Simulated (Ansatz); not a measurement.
# Formation energy of rocksalt-structured PbTe

Computed with Ansatz (plane waves, PAW, 420 eV cutoff): PBEsol, scalar-relativistic, no spin polarisation, 8×8×8 k-mesh, Gaussian smearing of 0.05 eV. The datasets are Ansatz's generated set soft_2.

The start was a prototype's sites filled with these elements; the Crystallography Open Database holds the compound in this structure.

Symmetry: Fm-3m, No. 225, cubic system. Conventional cell: a = 6.443 Å, b = 6.443 Å, c = 6.443 Å, α = 90.00°, β = 90.00°, γ = 90.00°. Around Pb (site symmetry m-3m) lie 6 Te at 3.22 Å. Around Te (site symmetry m-3m) lie 6 Pb at 3.22 Å. (Shells end 15 % past the nearest neighbour.)

The elements were computed in their standard states with the same datasets, cutoff and functional. Total energies depend on the potentials used, so only differences within one code and one set of settings carry meaning.

Energy of the relaxed cell (2 atoms, smearing extrapolated to zero): -18657.190 eV. Elements, in eV/atom: Pb -11754.948, Te -6901.513.

Question: What is the formation energy?

Answer: [-18657.190 − (1 × -11754.948 + 1 × -6901.513)] / 2 = -0.36 eV/atom, or -35 kJ per mole of atoms.

The value is for 0 K, without zero-point energy. A negative value shows stability against the elements alone, not against other compounds or structures.

For elements this heavy, spin–orbit coupling would shift levels and gaps; it isn't included here.
